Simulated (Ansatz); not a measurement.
Crystal: PbO, rock salt type, 2 atoms in the cell.

Theory: r²SCAN, plane waves, all-electron PAW datasets generated for the crystal, point nucleus in Ansatz 0.2.0 development build.

Cutoff 280 eV; k-mesh 11×11×11 Γ-centred; Fermi–Dirac smearing of 0.1 eV; no spin polarisation; no spin–orbit coupling.

```csv
V (Å³/atom),a (Å),E − E(min) (meV/atom),P (GPa)
16.797,5.1220,16.49,6.05
17.344,5.1771,2.37,2.32
17.892,5.2310,0.00,-0.83
18.440,5.2838,7.57,-3.50
18.988,5.3356,23.51,-5.75
```

Fit a third-order Birch–Murnaghan equation of state to the energies.

V₀ = 17.737 Å³/atom (a₀ = 5.216 Å), B₀ = 98.4 GPa, B₀′ = 4.48.

The stress includes the program's correction for the finite plane-wave basis.

This cubic structure is a model: it isn't the usual form of the substance at ambient conditions, and such phases are metastable or hypothetical. The k-mesh is modest, so these values aren't fully converged in k. Spin–orbit coupling is left out, which matters for 6p elements such as Tl, Pb and Bi.
